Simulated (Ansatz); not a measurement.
# HfO2 (P2_1/c): an equation of state far from equilibrium

An exercise on one series of results from a longer session: the logs are not shown, and one member is left open.

Program: Ansatz 0.2.0. Level of theory: DFT PBE, scalar-relativistic, plane waves, PAW. These are calculated values, not measurements.

## The system as given

The structure is monoclinic, space group P2_1/c (No. 14). Conventional cell: a = 5.161 Å, b = 5.212 Å, c = 5.352 Å, α = 90.00°, β = 99.65°, γ = 90.00°. Around Hf (site symmetry 1) lie 7 O at 2.05 to 2.27 Å. O (site symmetry 1) has 4 Hf at 2.16 to 2.27 Å as nearest neighbours. Around O (site symmetry 1) lie 3 Hf at 2.05 to 2.15 Å.

Coordinates:

```xyz
12
Lattice="5.1610 0.0000 -0.0153 0.0000 5.2121 0.0000 -0.8815 0.0000 5.2788" Properties=species:S:1:pos:R:3 pbc="T T T"
Hf    1.2392    0.2235    1.0958
Hf    3.4810    2.8295    1.5283
Hf    3.0403    4.9887    4.1677
Hf    0.7985    2.3826    3.7352
O     1.8978    3.9467    2.5093
O     2.8225    1.3406    0.1148
O     2.3817    1.2654    2.7542
O     1.4570    3.8715    5.1488
O     0.0394    1.7129    1.8384
O     4.6808    4.3190    0.7857
O     4.2400    3.4992    3.4251
O    -0.4013    0.8931    4.4779
```

This cell comes from an earlier session at PBE: 11.827 Å³/atom at 0.00 GPa, on a 6×6×6 mesh.

The first run:

input.yaml reads:

```yaml
crystal:
  lattice:
    - [5.091215596, 0.0, -0.0151196388]
    - [0.0, 5.1416864575, 0.0]
    - [-0.8695722059, 0.0, 5.2074941291]
  atoms:
    - { symbol: Hf, position: [0.275706027, 0.0428721187, 0.2083809987] }
    - { symbol: Hf, position: [0.724293973, 0.5428721187, 0.2916190013] }
    - { symbol: Hf, position: [0.724293973, 0.9571278813, 0.7916190013] }
    - { symbol: Hf, position: [0.275706027, 0.4571278813, 0.7083809987] }
    - { symbol: O, position: [0.4491264996, 0.7572132002, 0.4766617142] }
    - { symbol: O, position: [0.5508735004, 0.2572132002, 0.0233382858] }
    - { symbol: O, position: [0.5508735004, 0.2427867998, 0.5233382858] }
    - { symbol: O, position: [0.4491264996, 0.7427867998, 0.9766617142] }
    - { symbol: O, position: [0.0671574876, 0.3286413847, 0.3484600474] }
    - { symbol: O, position: [0.9328425124, 0.8286413847, 0.1515399526] }
    - { symbol: O, position: [0.9328425124, 0.6713586153, 0.6515399526] }
    - { symbol: O, position: [0.0671574876, 0.1713586153, 0.8484600474] }
basis:
  ecutwfc: 420
  ecutrho_ratio: 4
kpoints:
  mp_grid: { grid: [6, 6, 6] }
hamiltonian:
  xc: pbe
scf:
  occupations: { method: gaussian, width: 0.05 }
output:
  forces: true
  stress: true
  eigenvalues: true
relax:
  f_tol: 0.01
  max_steps: 40
  cell: { stress_tol: 0.1, fix: [volume] }
```

Command:

```bash
> ansatz run input.yaml --threads 4 --pin off --max-ram 10240MiB --backend cpu --events-out ev --progress --plain --runs-dir out
```

Among the steps run: Volume × 0.96; Volume × 1.04; Volume × 0.92; Volume × 0.88; Volume × 0.84; Volume × 0.8.

One table of the session follows, with a row left open; its other results are not shown here.

It belongs to the step «The curve». 

| volume (Å³/atom) | energy above the lowest (meV/atom) | pressure (GPa) | gap on the mesh (eV) |
| --- | --- | --- | --- |
| 9.462 | 283.5 | 43.2 | 3.62 |
| 9.935 | 177.5 | 31.6 | 4.52 |
| 10.408 | ? | ? | ? |
| 10.881 | 43.0 | 14.4 | 4.57 |
| 11.354 | 11.1 | 7.3 | 4.15 |
| 11.827 | 0.0 | 0.0 | 4.04 |
| 12.300 | 10.8 | -7.1 | 4.07 |

Q: Estimate the row for volume (Å³/atom) = 10.408 from the others.

Worked estimate for «energy above the lowest (meV/atom)». A straight line through the neighbours (9.935, 177.5) and (10.881, 43.0) gives 177.5 + (43.0 − 177.5) × (10.408 − 9.935) / (10.881 − 9.935) = 110.3; a parabola fitted to 4 rows on both sides gives 97.9.

As computed: energy above the lowest (meV/atom): 97.3; pressure (GPa): 22.7; gap on the mesh (eV): 4.73. In «energy above the lowest (meV/atom)» the line misses by +13.0 and the parabola by +0.6.

To keep in mind: Other structures may be lower in enthalpy at these pressures.
